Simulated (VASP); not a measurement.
Energy against volume of Li$_{3}$N (alpha). Level of theory: r2SCAN meta-GGA, VASP's PBE PAW potentials (set 64) (plane waves; VASP). Run with 520 eV cut-off, 7×7×6 Γ-centred mesh, Gaussian smearing of 0.050 eV, potentials Li_sv N.

Shape and ions are relaxed at each volume.

| V (Å³/atom) | E (eV/atom) |
|---|---|
| 10.247 | -4.54351 |
| 10.574 | -4.55112 |
| 10.901 | -4.55373 |
| 11.228 | -4.55305 |

**Question.** Fit these four points and predict the energy of the run at 11.555 Å³/atom.

**Answer.** A cubic in V^(−2/3), the third-order Birch-Murnaghan form, passes through the four points with V0 = 10.98 Å³/atom and B0 = 48 GPa, and gives -4.5504 eV/atom there. The run gave -4.5489 eV/atom, +1.5 meV/atom from the fit; all five points give B0 = 59 GPa.

The compound is Li3N in the alpha structure. It was relaxed first.
